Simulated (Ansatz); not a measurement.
Basis-set extrapolation for pyridine (`c1ccncc1`) (PBE0-D4/def2-TZVP geometry, frozen core, Ansatz). Multiplicity 1, RHF reference.

```
                      def2-TZVPP   def2-QZVPP
                 HF  -246.785353  -246.795757
    MP2 correlation    -0.979402    -1.042933
CCSD(T) correlation    -1.051395      not run
```

Energies in hartree. Use E(X) = E(∞) + A·exp(−7.88·√X) for Hartree–Fock and E(X) = E(∞) + B·X^(−2.97) for correlation, with X = 3 and 4, and add CCSD(T) minus MP2 of the smaller set to the MP2 limit.

What is the CCSD(T) energy at the basis-set limit?

HF limit: -246.795757 + (-0.010404) × 0.13774 = -246.79719. MP2 limit: -1.042933 + (-0.063531) × 0.74074 = -1.08999. Higher-order term: -1.051395 − (-0.979402) = -0.07199. Total: -247.95917 hartree, 321.4 kJ/mol below CCSD(T)/def2-TZVPP.
